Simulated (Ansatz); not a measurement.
Input and command of a plane-wave DFT calculation in Ansatz:

```yaml
crystal:
  lattice:
    - [2.88063613, 2.88063613, 0.0]
    - [-2.88063613, 2.88063613, 0.0]
    - [0.0, 0.0, 5.76127226]
  atoms:
    - { symbol: Ge, position: [0.0, 0.0, 0.0] }
    - { symbol: Ge, position: [0.5, 0.5, 0.5] }
    - { symbol: Ge, position: [0.5, 0.0, 0.25] }
    - { symbol: Ge, position: [0.0, 0.5, 0.75] }
basis:
  ecutwfc: 420
kpoints:
  mp_grid: { grid: [10, 10, 8] }
hamiltonian:
  xc: pbe
scf:
  occupations: { method: gaussian, width: 0.1 }
output:
  forces: true
  stress: true
  eigenvalues: true
relax:
  adjacent_minimum: "off"
  f_tol: 0.015
  max_steps: 60
  cell: { stress_tol: 0.15 }
```

```bash
ansatz run input.yaml --threads 1 --pin off --max-ram 2560MiB --backend cpu --events-out ev --progress --plain --runs-dir out
```

Processor: Arm Neoverse V2, 1 thread, on a host shared with other jobs.

How long does it run, and how much memory does it take?

About 34 s on 1 thread of Arm Neoverse V2, on a shared host, peak memory 0.51 GiB. It solves 34 bands at 105 k points (the mesh reduced by the symmetry that the task leaves, which can be less than the crystal's) with about 1875 plane waves (on the last cell), in 11 SCF iterations over 2 ionic steps.
